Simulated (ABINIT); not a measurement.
Runs of ABINIT 10.8.3 (patched build) on ZrS2. Symmetry: P-3m1, No. 164, trigonal system. Conventional cell: a = 3.691 Å, b = 3.691 Å, c = 6.041 Å, α = 90.00°, β = 90.00°, γ = 120.00°. Around Zr (site symmetry -3m) lie 6 S at 2.57 Å. S (site symmetry 3m) is surrounded by 3 Zr at 2.57 Å. The cell is a database's computed one.

```csv
task,level,potentials or basis,cell,k mesh,cell freedom (optcell),cutoff smearing ecutsm (Ha),optimiser (ionmov),force stop (Ha/bohr),gap on the mesh (eV),pressure (GPa),largest force (eV/Å)
band structure,AM05,JTH PAW PBE v2.0,as given,8 × 8 × 5,-,-,-,-,1.00,-2.3,(a)
band structure,SOGGA,JTH PAW PBE v2.0,as given,8 × 8 × 5,-,-,-,-,0.97,(d),0.21
single point,LDA,JTH PAW LDA v2.0,as given,5 × 5 × 3,-,-,-,-,1.03,-4.5,0.33
relaxation of cell and atoms,LDA,JTH PAW LDA v2.0,relaxed,8 × 8 × 5,2,0.5,22,0.0005,(b),0.0,0.02
single point,PBE,JTH PAW PBE v2.0,as given,5 × 5 × 3,-,-,-,-,1.15,(c),0.02
```

Alike in all rows: no spin polarisation; cutoff (eV) 544; smearing fermi-dirac 0.05 eV.

Question: Fill in the values left out.

Answer: (a) 0.23; (b) 0.55; (c) 0.5; (d) -3.4.

Caveats: an odd mesh through Γ misses points on the zone boundary, where band edges often lie (some runs); the PAW data sets were made with another functional, which shifts forces and pressure a little (some runs); this functional lacks dispersion, which binds the layers, so the pressure and a relaxed spacing across them are unreliable (some runs).

A k mesh can miss the band edges, and the runs leave out spin-orbit coupling on Zr.

Not every run made on this cell is shown here.
